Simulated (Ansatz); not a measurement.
Ansatz input file:

```yaml
crystal:
  lattice:
    - [15.2, 0.0, 0.0]
    - [0.0, 12.9, 0.0]
    - [0.0, 0.0, 8.7363021697]
  atoms:
    - { symbol: Hf, position: [0.5677357292, 0.5, 0.0] }
    - { symbol: Hf, position: [0.2967928123, 0.5, 0.6666666667] }
    - { symbol: O, position: [0.4322642708, 0.5, 0.5833333333] }
    - { symbol: O, position: [0.7032071877, 0.5, 0.9166666667] }
    - { symbol: O, position: [0.6354714585, 0.6382395514, 0.0833333333] }
    - { symbol: O, position: [0.5, 0.3617604486, 0.4166666667] }
    - { symbol: O, position: [0.3645285415, 0.6382395514, 0.75] }
    - { symbol: Hf, position: [0.4322642708, 0.5, 0.3333333333] }
    - { symbol: Hf, position: [0.7032071877, 0.5, 0.6666666667] }
    - { symbol: O, position: [0.5677357292, 0.5, 0.25] }
    - { symbol: O, position: [0.2967928123, 0.5, 0.9166666667] }
    - { symbol: O, position: [0.6354714585, 0.3617604486, 0.0833333333] }
    - { symbol: O, position: [0.5, 0.6382395514, 0.4166666667] }
    - { symbol: O, position: [0.3645285415, 0.3617604486, 0.75] }
    - { symbol: Hf, position: [0.3645285415, 0.3617604486, 0.0] }
    - { symbol: Hf, position: [0.6354714585, 0.3617604486, 0.3333333333] }
    - { symbol: Hf, position: [0.5, 0.6382395514, 0.6666666667] }
    - { symbol: O, position: [0.3645285415, 0.6382395514, 0.25] }
    - { symbol: O, position: [0.6354714585, 0.6382395514, 0.5833333333] }
    - { symbol: O, position: [0.5, 0.3617604486, 0.9166666667] }
    - { symbol: O, position: [0.4322642708, 0.5, 0.0833333333] }
    - { symbol: O, position: [0.7032071877, 0.5, 0.4166666667] }
    - { symbol: Hf, position: [0.3645285415, 0.6382395514, 0.0] }
    - { symbol: Hf, position: [0.6354714585, 0.6382395514, 0.3333333333] }
    - { symbol: Hf, position: [0.5, 0.3617604486, 0.6666666667] }
    - { symbol: O, position: [0.3645285415, 0.3617604486, 0.25] }
    - { symbol: O, position: [0.6354714585, 0.3617604486, 0.5833333333] }
    - { symbol: O, position: [0.5, 0.6382395514, 0.9166666667] }
    - { symbol: O, position: [0.2967928123, 0.5, 0.4166666667] }
    - { symbol: O, position: [0.5677357292, 0.5, 0.75] }
basis:
  ecutwfc: 420
kpoints:
  mp_grid: { grid: [1, 1, 4] }
hamiltonian:
  xc: pbesol
scf:
  occupations: { method: gaussian, width: 0.05 }
output:
  forces: true
  stress: true
  eigenvalues: true
  populations: true
  write_density: true
  write_potential: true
  elf: true
  volumetric_format: npy
relax:
  adjacent_minimum: "off"
  f_tol: 0.02
  max_steps: 45
  cell: { fix: [a, b, alpha, beta, gamma], stress_tol: 0.03 }
```

Run as
```bash
ansatz run input.yaml --threads 4 --pin off --max-ram 11264MiB --backend cpu --events-out ev --progress --plain --runs-dir out
```

Level of theory: DFT PBEsol, scalar-relativistic, plane waves, PAW in Ansatz.

Part of what the program printed, abridged:

```
Pseudopotentials: kind: paw
Pseudopotential: Hf, paw, valence charge 26, recommended cutoff 420 eV (normal)
Pseudopotential: O, paw, valence charge 6, recommended cutoff 420 eV (normal)
Functional definition: PBEsol
Crystal: 30 atoms, lattice volume = 1713.014 Å³
Basis set: ecut = 420 eV, 33497 PW (Γ), exchange–correlation on 216×180×120 points (8 copies of the dense FFT grid, shifted against one another)
Bands: 228, of which v1, the nominal top of the filled ones, is band 190 counted from 1 (189 counted from 0)
Symmetry: 4 space group operations
Space group: P2/m (ITA 10), of the structure as read, at distance tolerance 1.2e-4 Å
k-points: 3 of 4
Initial density: superposition of atomic densities (neutral atoms: chi_scale 0, normalization atom), corrected by the library's trained network
Initial wavefunctions: pseudopotential atomic-orbital guess
Functional: x = pbesol(κ = 0.804, μ = 0.12345679), c = pbesol(β = 0.046)
SCF iter   1: F=—  HF=-167218.069164 eV  |F-HF|=—  |Δ(HF+E_count)|=         —  Δρ=7.25e-3  dr2=8.49e-1  ethr=1.77e-3  ⟨swp⟩=5.7  Hψ=2554  notcnv=0  defer=28
SCF iter   2: F=—  HF=-167218.055490 eV  |F-HF|=—  |Δ(HF+E_count)|=   1.37e-2  Δρ=5.74e-3  dr2=8.67e-1  ethr=2.23e-4  ⟨swp⟩=2.0  Hψ=1266  notcnv=0  defer=87
SCF iter   3: F=—  HF=-167217.939349 eV  |F-HF|=—  |Δ(HF+E_count)|=   1.16e-1  Δρ=2.04e-3  dr2=7.08e-2  ethr=2.23e-4  ⟨swp⟩=2.0  Hψ=1032  notcnv=0  defer=87
SCF iter   4: F=—  HF=-167217.938023 eV  |F-HF|=—  |Δ(HF+E_count)|=   1.33e-3  Δρ=8.31e-4  dr2=1.12e-2  ethr=1.86e-5  ⟨swp⟩=2.0  Hψ=1203  notcnv=0  defer=87
SCF iter   5: F=—  HF=-167217.939822 eV  |F-HF|=—  |Δ(HF+E_count)|=   1.80e-3  Δρ=3.53e-4  dr2=1.77e-3  ethr=2.94e-6  ⟨swp⟩=2.0  Hψ=1047  notcnv=0  defer=87
SCF iter   6: F=—  HF=-167217.940544 eV  |F-HF|=—  |Δ(HF+E_count)|=   7.22e-4  Δρ=1.69e-4  dr2=4.94e-4  ethr=4.66e-7  ⟨swp⟩=2.0  Hψ=1005  notcnv=0  defer=87
SCF iter   7: F=—  HF=-167217.940526 eV  |F-HF|=—  |Δ(HF+E_count)|=   1.83e-5  Δρ=6.39e-5  dr2=4.35e-5  ethr=1.30e-7  ⟨swp⟩=2.0  Hψ=1005  notcnv=0  defer=87
SCF iter   8: F=—  HF=-167217.940851 eV  |F-HF|=—  |Δ(HF+E_count)|=   3.25e-4  Δρ=3.31e-5  dr2=1.66e-5  ethr=1.15e-8  ⟨swp⟩=2.0  Hψ=1065  notcnv=0  defer=87
SCF iter   9: F=—  HF=-167217.940857 eV  |F-HF|=—  |Δ(HF+E_count)|=   5.92e-6  Δρ=8.75e-6  dr2=1.12e-6  ethr=4.37e-9  ⟨swp⟩=2.0  Hψ=1017  notcnv=0  defer=87
SCF iter  10: F=—  HF=-167217.940858 eV  |F-HF|=—  |Δ(HF+E_count)|=   8.75e-7  Δρ=3.42e-6  dr2=1.35e-7  ethr=2.96e-10  ⟨swp⟩=2.0  Hψ=1062  notcnv=0  defer=87
SCF iter  11: F=-167217.940858 eV  HF=-167217.940858 eV  |F-HF|=3.86e-8  |Δ(HF+E_count)|=   2.65e-7  Δρ=1.49e-6  dr2=2.80e-8  ethr=2.63e-11  ⟨swp⟩=19.7  Hψ=5723  notcnv=0
SCF 1 converged in 11 iterations: F = -167217.940858 eV  dr2 = 2.80e-8
relax step   1: F+E_penalty+E_count = -167217.94085801 eV  Δ(F+E_penalty+E_count) = +0.000e0 eV  max|allowed force component| = 5.436e0 eV/Å  Δτ_max = 0.0000 Å  P = -4.876 GPa  Ω = 1713.014 Å³  fix = [a, b, alpha, beta, gamma]  reactions: a -3.328, b -3.051 GPa; beta -0.709 GPa/rad (11 SCF iters, dr2 threshold 1.00e-7 eV, accepted)
Crystal: 30 atoms, lattice volume = 1674.987 Å³
Basis set: ecut = 420 eV, 32741 PW (Γ), exchange–correlation on 216×180×120 points (8 copies of the dense FFT grid, shifted against one another)
Initial density: handed on by an earlier stage of this run
Initial wavefunctions: those handed on with the density
SCF iter   1: F=—  HF=-167230.522532 eV  |F-HF|=—  |Δ(HF+E_count)|=         —  Δρ=1.30e-2  dr2=3.72e0  ethr=9.75e-4  ⟨swp⟩=4.3  Hψ=3826  notcnv=0
SCF iter   2: F=—  HF=-167229.654358 eV  |F-HF|=—  |Δ(HF+E_count)|=   8.68e-1  Δρ=5.86e-3  dr2=3.54e-1  ethr=9.75e-4  ⟨swp⟩=3.3  Hψ=1524  notcnv=0  defer=98
SCF iter   3: F=—  HF=-167229.642645 eV  |F-HF|=—  |Δ(HF+E_count)|=   1.17e-2  Δρ=3.01e-3  dr2=1.10e-1  ethr=9.30e-5  ⟨swp⟩=3.3  Hψ=1072  notcnv=0  defer=98
SCF iter   4: F=—  HF=-167229.639628 eV  |F-HF|=—  |Δ(HF+E_count)|=   3.02e-3  Δρ=1.62e-3  dr2=3.87e-2  ethr=2.91e-5  ⟨swp⟩=2.3  Hψ=1182  notcnv=0  defer=96
SCF iter   5: F=—  HF=-167229.636414 eV  |F-HF|=—  |Δ(HF+E_count)|=   3.21e-3  Δρ=5.16e-4  dr2=3.41e-3  ethr=1.02e-5  ⟨swp⟩=2.0  Hψ=1094  notcnv=0  defer=96
SCF iter   6: F=—  HF=-167229.636737 eV  |F-HF|=—  |Δ(HF+E_count)|=   3.22e-4  Δρ=2.20e-4  dr2=7.96e-4  ethr=8.96e-7  ⟨swp⟩=2.7  Hψ=1034  notcnv=0  defer=96
SCF iter   7: F=—  HF=-167229.636984 eV  |F-HF|=—  |Δ(HF+E_count)|=   2.47e-4  Δρ=8.31e-5  dr2=9.46e-5  ethr=2.09e-7  ⟨swp⟩=2.0  Hψ=1027  notcnv=0  defer=96
SCF iter   8: F=—  HF=-167229.637019 eV  |F-HF|=—  |Δ(HF+E_count)|=   3.55e-5  Δρ=2.67e-5  dr2=1.03e-5  ethr=2.49e-8  ⟨swp⟩=2.0  Hψ=1038  notcnv=0  defer=96
SCF iter   9: F=-167229.637027 eV  HF=-167229.637027 eV  |F-HF|=4.06e-8  |Δ(HF+E_count)|=   7.48e-6  Δρ=1.23e-5  dr2=2.04e-6  ethr=7.89e-10  ⟨swp⟩=23.0  Hψ=7971  notcnv=0
SCF iter  10: F=-167229.637028 eV  HF=-167229.637027 eV  |F-HF|=1.16e-7  |Δ(HF+E_count)|=   8.63e-7  Δρ=4.57e-6  dr2=2.61e-7  ethr=5.37e-10  ⟨swp⟩=10.0  Hψ=5782  notcnv=0
SCF 2 converged in 10 iterations: F = -167229.637028 eV  dr2 = 2.61e-7
relax step   2: F+E_penalty+E_count = -167229.63702759 eV  Δ(F+E_penalty+E_count) = -1.170e1 eV  max|allowed force component| = 3.401e0 eV/Å  Δτ_max = 0.1947 Å  P = -1.789 GPa  Ω = 1674.987 Å³  energy of the carried Pulay correction = +4.165e-2 eV  fix = [a, b, alpha, beta, gamma]  reactions: a -1.119, b -0.801 GPa; beta -0.776 GPa/rad (10 SCF iters, dr2 threshold 3.00e-6 eV, accepted)
Crystal: 30 atoms, lattice volume = 1644.753 Å³
Basis set: ecut = 420 eV, 32121 PW (Γ), exchange–correlation on 216×180×120 points (8 copies of the dense FFT grid, shifted against one another)
SCF iter   1: F=—  HF=-167233.112211 eV  |F-HF|=—  |Δ(HF+E_count)|=         —  Δρ=1.07e-2  dr2=2.12e0  ethr=5.57e-4  ⟨swp⟩=4.0  Hψ=3734  notcnv=0
SCF iter   2: F=—  HF=-167232.537533 eV  |F-HF|=—  |Δ(HF+E_count)|=   5.75e-1  Δρ=5.02e-3  dr2=2.70e-1  ethr=5.57e-4  ⟨swp⟩=5.7  Hψ=1459  notcnv=0
SCF iter   3: F=—  HF=-167232.498384 eV  |F-HF|=—  |Δ(HF+E_count)|=   3.91e-2  Δρ=2.62e-3  dr2=9.88e-2  ethr=7.11e-5  ⟨swp⟩=2.3  Hψ=1263  notcnv=0  defer=93
SCF iter   4: F=—  HF=-167232.481797 eV  |F-HF|=—  |Δ(HF+E_count)|=   1.66e-2  Δρ=1.04e-3  dr2=1.39e-2  ethr=2.60e-5  ⟨swp⟩=2.0  Hψ=1059  notcnv=0  defer=93
SCF iter   5: F=—  HF=-167232.480874 eV  |F-HF|=—  |Δ(HF+E_count)|=   9.23e-4  Δρ=3.20e-4  dr2=1.04e-3  ethr=3.65e-6  ⟨swp⟩=2.0  Hψ=1003  notcnv=0  defer=93
SCF iter   6: F=—  HF=-167232.481137 eV  |F-HF|=—  |Δ(HF+E_count)|=   2.62e-4  Δρ=1.07e-4  dr2=1.21e-4  ethr=2.74e-7  ⟨swp⟩=2.0  Hψ=1248  notcnv=0  defer=93
   ...
SCF iter   1: F=—  HF=-167236.102054 eV  |F-HF|=—  |Δ(HF+E_count)|=         —  Δρ=1.85e-4  dr2=5.98e-4  ethr=1.70e-7  ⟨swp⟩=3.0  Hψ=2570  notcnv=0
SCF iter   2: F=—  HF=-167236.101913 eV  |F-HF|=—  |Δ(HF+E_count)|=   1.41e-4  Δρ=1.09e-4  dr2=1.50e-4  ethr=1.57e-7  ⟨swp⟩=2.0  Hψ=1104  notcnv=0
SCF iter   3: F=—  HF=-167236.101900 eV  |F-HF|=—  |Δ(HF+E_count)|=   1.28e-5  Δρ=6.01e-5  dr2=5.34e-5  ethr=3.93e-8  ⟨swp⟩=2.0  Hψ=1107  notcnv=0
SCF iter   4: F=—  HF=-167236.101645 eV  |F-HF|=—  |Δ(HF+E_count)|=   2.55e-4  Δρ=1.36e-5  dr2=2.35e-6  ethr=1.40e-8  ⟨swp⟩=2.0  Hψ=1104  notcnv=0
SCF iter   5: F=—  HF=-167236.101812 eV  |F-HF|=—  |Δ(HF+E_count)|=   1.67e-4  Δρ=6.69e-6  dr2=5.87e-7  ethr=6.20e-10  ⟨swp⟩=2.0  Hψ=1134  notcnv=0
SCF iter   6: F=—  HF=-167236.101812 eV  |F-HF|=—  |Δ(HF+E_count)|=   1.43e-8  Δρ=1.94e-6  dr2=4.22e-8  ethr=1.54e-10  ⟨swp⟩=2.0  Hψ=1134  notcnv=0
SCF iter   7: F=—  HF=-167236.101812 eV  |F-HF|=—  |Δ(HF+E_count)|=   2.09e-8  Δρ=8.83e-7  dr2=9.84e-9  ethr=1.11e-11  ⟨swp⟩=2.0  Hψ=1119  notcnv=0
SCF iter   8: F=-167236.101812 eV  HF=-167236.101812 eV  |F-HF|=5.82e-11  |Δ(HF+E_count)|=   1.83e-9  Δρ=3.14e-7  dr2=1.10e-9  ethr=1.00e-12  ⟨swp⟩=15.0  Hψ=4946  notcnv=0
SCF 14 converged in 8 iterations: F = -167236.101812 eV  dr2 = 1.10e-9
relax step  14: F+E_penalty+E_count = -167236.10181197 eV  Δ(F+E_penalty+E_count) = -1.967e-3 eV  max|allowed force component| = 7.879e-3 eV/Å  Δτ_max = 0.0034 Å  P = -0.001 GPa  Ω = 1695.767 Å³  energy of the carried Pulay correction = +1.824e-3 eV  fix = [a, b, alpha, beta, gamma]  reactions: a -0.005, b  0.000 GPa; beta -0.005 GPa/rad (8 SCF iters, dr2 threshold 3.79e-9 eV, accepted)
SCF iter   1: F=—  HF=-167236.100217 eV  |F-HF|=—  |Δ(HF+E_count)|=         —  Δρ=5.92e-6  dr2=1.41e-7  ethr=3.85e-7  ⟨swp⟩=4.0  Hψ=4853  notcnv=0
SCF iter   2: F=—  HF=-167236.100147 eV  |F-HF|=—  |Δ(HF+E_count)|=   6.97e-5  Δρ=3.58e-6  dr2=1.12e-7  ethr=3.71e-11  ⟨swp⟩=3.3  Hψ=1827  notcnv=0
SCF iter   3: F=—  HF=-167236.100147 eV  |F-HF|=—  |Δ(HF+E_count)|=   1.31e-8  Δρ=2.24e-6  dr2=1.82e-8  ethr=2.94e-11  ⟨swp⟩=2.0  Hψ=1074  notcnv=0
SCF iter   4: F=—  HF=-167236.100147 eV  |F-HF|=—  |Δ(HF+E_count)|=   2.13e-8  Δρ=7.18e-7  dr2=4.76e-9  ethr=4.78e-12  ⟨swp⟩=2.0  Hψ=1224  notcnv=0
SCF iter   5: F=—  HF=-167236.100147 eV  |F-HF|=—  |Δ(HF+E_count)|=   1.72e-9  Δρ=3.56e-7  dr2=2.10e-9  ethr=1.25e-12  ⟨swp⟩=2.0  Hψ=1123  notcnv=0
SCF iter   6: F=-167236.100147 eV  HF=-167236.100147 eV  |F-HF|=3.78e-10  |Δ(HF+E_count)|=  6.69e-10  Δρ=9.22e-8  dr2=9.52e-11  ethr=1.00e-12  ⟨swp⟩=8.7  Hψ=4451  notcnv=0
SCF 15 converged in 6 iterations: F = -167236.100147 eV  dr2 = 9.52e-11
WARN: The output density's exchange-correlation potential varies sharply where the density is thin. Do not read a vacuum level from v_tot or v_xc, or from such a field of the output density. On a cell that repeats whose density bears no net charge and no dipole along the vacuum's axis use v_es (v_loc + v_h of the components); under efield.dipole_correction with no amplitude use v_es + v_field, which holds any external_charges[].barrier, or the levels of the report's work_function block, which leave it out; under a non-zero efield.amplitude the vacuum is tilted and has no level; on a cell that repeats and bears such a dipole with no correction it is tilted too, and efield.dipole_correction wi ...
SCF converged after 6 iterations
Free energy (F): -167236.100147 eV
Harris-Foulkes:  -167236.100147 eV  (|F-HF|=3.78e-10)
Internal energy: -167236.100147 eV  (E = F + TS)
E sigma→0 (E₀):  -167236.100147 eV
Fermi energy:    -0.303261 eV
--- Per-component energies (eV) ---
  E_band       = -6157.184177
  E_kinetic    = 7714.173553
  E_local      = -295652.532256  (includes V_loc(G=0)·N_el)
  E_nonlocal   = -11402.527787
  E_hartree    = 142108.415898
  E_xc         = -4426.186600
  E_vxc        = -4518.293614  (∫ρ·V_xc dr)
  E_paw        = -71121.793615  (= ΣΔE_a)
  E_vpaw       = 13485.117534  (= ΣTr[D̂ρ^β])
  E_aug_tail   = 0.048976  (compensation charges beyond the density's cutoff)
  E_ewald      = 65531.085010
  E_core_change = 13.216674  (= ΣΔE_core)
  E_smearing   =  0.000000  (= −TS)
--- Forces (eV/Å), atoms counted from 1 ---
  atom   1  Hf    -0.00103119     0.00000000    -0.00481003
  atom   2  Hf     0.00312676     0.00000000     0.00486832
  atom   3  O      0.00236646     0.00000000     0.00021352
  atom   4  O      0.00157090     0.00000000     0.00247900
  atom   5  O      0.00119459    -0.00009604     0.00110311
  atom   6  O      0.00097937    -0.00122120     0.00067417
  atom   7  O      0.00389455    -0.00092875    -0.00185477
  atom   8  Hf     0.00103119     0.00000000     0.00481003
  atom   9  Hf    -0.00312676     0.00000000    -0.00486832
  atom  10  O     -0.00172244     0.00000000    -0.00012293
  atom  11  O     -0.00262220     0.00000000    -0.00110137
  atom  12  O      0.00119459     0.00009604     0.00110311
  atom  13  O      0.00097937     0.00122120     0.00067417
  atom  14  O      0.00389455     0.00092875    -0.00185477
  atom  15  Hf     0.00416847     0.00788964    -0.00265754
  atom  16  Hf    -0.00416847     0.00788964     0.00265754
  atom  17  Hf     0.00000000     0.00314463     0.00000000
  atom  18  O     -0.00119459    -0.00009604    -0.00110311
  atom  19  O     -0.00389455    -0.00092875     0.00185477
  atom  20  O     -0.00097937    -0.00122120    -0.00067417
  atom  21  O      0.00172244     0.00000000     0.00012293
  atom  22  O      0.00262220     0.00000000     0.00110137
  atom  23  Hf     0.00416847    -0.00788964    -0.00265754
  atom  24  Hf    -0.00416847    -0.00788964     0.00265754
  atom  25  Hf     0.00000000    -0.00314463     0.00000000
  atom  26  O     -0.00119459     0.00009604    -0.00110311
  atom  27  O     -0.00389455     0.00092875     0.00185477
  atom  28  O     -0.00097937     0.00122120    -0.00067417
  atom  29  O     -0.00157090     0.00000000    -0.00247900
  atom  30  O     -0.00236646     0.00000000    -0.00021352
--- Stress (GPa, compression-positive) ---
       -0.004766       0.000000       0.004964
        0.000000       0.000218       0.000000
        0.004964       0.000000       0.001996
  P = ⅓ Tr σ = -0.0009 GPa (-0.009 kbar)
--- Band table (eV) ---
  k-point 0: bands = ["-62.6301", "-62.6275", "-62.6145", "-62.6121", "-62.5998", "-62.5990", "-62.5649", "-62.5633", "-62.3970", "-62.3970", "-31.9307", "-31.9211", "-31.8591", "-31.8331", "-31.7871", "-31.6882", "-31.6717", "-31.6611", "-31.6125", "-31.6022", "-31.5529", "-31.5357", "-31.4863", "-31.4619", "-31.4610", "-31.4570", "-31.4349", "-31.3822", "-31.3724", "-31.3163", "-31.3145", "-31.2799", "-31.2604", "-31.2421", "-31.2097", "-31.2042", "-31.1590", "-31.1005", "-31.0824", "-31.0715", "-20.0561", "-19.5847", "-19.4041", "-19.2765", "-19.0915", "-18.8915", "-18.7998", "-18.6344", "-18.5144", "-18.4043", "-18.0632", "-17.9815", "-17.9615", "-17.8529", "-17.7731", "-17.7654", "-17.6 ...
  k-point 1: bands = ["-62.6300", "-62.6275", "-62.6145", "-62.6121", "-62.5998", "-62.5990", "-62.5649", "-62.5633", "-62.3970", "-62.3970", "-31.9283", "-31.9216", "-31.8530", "-31.8266", "-31.7874", "-31.7311", "-31.6923", "-31.6599", "-31.6169", "-31.5988", "-31.5540", "-31.5180", "-31.4858", "-31.4609", "-31.4566", "-31.4322", "-31.3924", "-31.3806", "-31.3728", "-31.3186", "-31.3135", "-31.2812", "-31.2608", "-31.2511", "-31.2118", "-31.2046", "-31.1541", "-31.1249", "-31.0812", "-31.0808", "-20.0212", "-19.6335", "-19.3749", "-19.2706", "-19.0906", "-18.9019", "-18.7969", "-18.6350", "-18.5150", "-18.4075", "-18.1039", "-18.0347", "-17.9674", "-17.7911", "-17.7865", "-17.7173", "-17.6 ...
  k-point 2: bands = ["-62.6299", "-62.6275", "-62.6144", "-62.6121", "-62.5999", "-62.5991", "-62.5649", "-62.5633", "-62.3970", "-62.3970", "-31.9254", "-31.9227", "-31.8401", "-31.8230", "-31.7878", "-31.7651", "-31.7102", "-31.6645", "-31.6183", "-31.5987", "-31.5548", "-31.5105", "-31.4852", "-31.4600", "-31.4520", "-31.3781", "-31.3779", "-31.3770", "-31.3732", "-31.3201", "-31.3110", "-31.2833", "-31.2623", "-31.2507", "-31.2131", "-31.2059", "-31.1715", "-31.1365", "-31.0941", "-31.0793", "-19.9779", "-19.6854", "-19.3492", "-19.2652", "-19.0912", "-18.9119", "-18.7941", "-18.6358", "-18.5157", "-18.4107", "-18.1351", "-18.0869", "-17.9504", "-17.8042", "-17.7210", "-17.6835", "-17.6 ...
--- Relaxed structure (13 steps of the walk, 13 accepted, 2 SCFs on fresh bases) ---
  F+E_penalty+E_count = -167236.10014690 eV   max|allowed force component| = 7.890e-3 eV/Å   (the final SCF, on the basis selected at the relaxed cell)
  cell:  # Å, volume = 1695.7668 Å³
    - [15.2, -3.85290942e-127, 0.0]
    - [-3.26990339e-127, 12.9, 1.56155459e-112]
    - [0.0, 1.05753587e-112, 8.64834131]
  atoms:
    - { symbol: Hf, position: [0.61753525, 0.50000000, 0.00580393] }
    - { symbol: Hf, position: [0.31873776, 0.50000000, 0.67575621] }
    - { symbol: O, position: [0.43853526, 0.50000000, 0.57094472] }
    - { symbol: O, position: [0.72341055, 0.50000000, 0.86992712] }
    - { symbol: O, position: [0.63475862, 0.62250918, 0.13562727] }
    - { symbol: O, position: [0.49971270, 0.30603400, 0.45045681] }
    - { symbol: O, position: [0.36426352, 0.64048898, 0.73550148] }
    - { symbol: Hf, position: [0.38246474, 0.50000000, 0.32752939] }
    - { symbol: Hf, position: [0.68126223, 0.50000000, 0.65757712] }
    - { symbol: O, position: [0.52433199, 0.50000000, 0.32232822] }
    - { symbol: O, position: [0.31240330, 0.50000000, 0.92297439] }
    - { symbol: O, position: [0.63475862, 0.37749081, 0.13562727] }
    - { symbol: O, position: [0.49971270, 0.69396599, 0.45045681] }
    - { symbol: O, position: [0.36426352, 0.35951101, 0.73550148] }
    - { symbol: Hf, position: [0.39698553, 0.37762926, -0.02308911] }
    - { symbol: Hf, position: [0.60301446, 0.37762926, 0.35642244] }
    - { symbol: Hf, position: [0.5, 0.63944380, 0.66666666] }
    - { symbol: O, position: [0.36524137, 0.62250918, 0.19770605] }
    - { symbol: O, position: [0.63573647, 0.64048898, 0.59783185] }
    - { symbol: O, position: [0.50028729, 0.30603400, 0.88287651] }
    - { symbol: O, position: [0.47566800, 0.50000000, 0.01100510] }
    - { symbol: O, position: [0.68759669, 0.50000000, 0.41035893] }
    - { symbol: Hf, position: [0.39698553, 0.62237073, -0.02308911] }
    - { symbol: Hf, position: [0.60301446, 0.62237073, 0.35642244] }
    - { symbol: Hf, position: [0.5, 0.36055619, 0.66666666] }
    - { symbol: O, position: [0.36524137, 0.37749081, 0.19770605] }
    - { symbol: O, position: [0.63573647, 0.35951101, 0.59783185] }
    - { symbol: O, position: [0.50028729, 0.69396599, 0.88287651] }
    - { symbol: O, position: [0.27658944, 0.50000000, 0.46340620] }
    - { symbol: O, position: [0.56146473, 0.50000000, 0.76238861] }
--- Löwdin populations: 30 sites ---
  site symbol q [e]
     0     Hf     24.5774
     1     Hf     24.6055
     2      O      6.6248
     3      O      6.6294
     4      O      6.6254
     5      O      6.6579
     6      O      6.6664
     7     Hf     24.5774
     8     Hf     24.6055
     9      O      6.5864
    10      O      6.6823
    11      O      6.6254
    12      O      6.6579
    13      O      6.6664
    14     Hf     24.5814
    15     Hf     24.5814
    16     Hf     24.6106
    17      O      6.6254
    18      O      6.6664
    19      O      6.6579
    20      O      6.5864
    21      O      6.6823
    22     Hf     24.5814
    23     Hf     24.5814
    24     Hf     24.6106
    25      O      6.6254
    26      O      6.6664
    27      O      6.6579
    28      O      6.6294
    29      O      6.6248
  spilling = 0.003271 (of n_electrons = 380.000000)
```

The relaxation met its thresholds.

It took 8 min on 4 threads of Intel(R) Xeon(R) Platinum 8375C CPU @ 2.90GHz (Ice Lake) (shared host), peak memory 4.9 GiB.

Spin–orbit coupling is left out, which can shift energies with elements as heavy as these.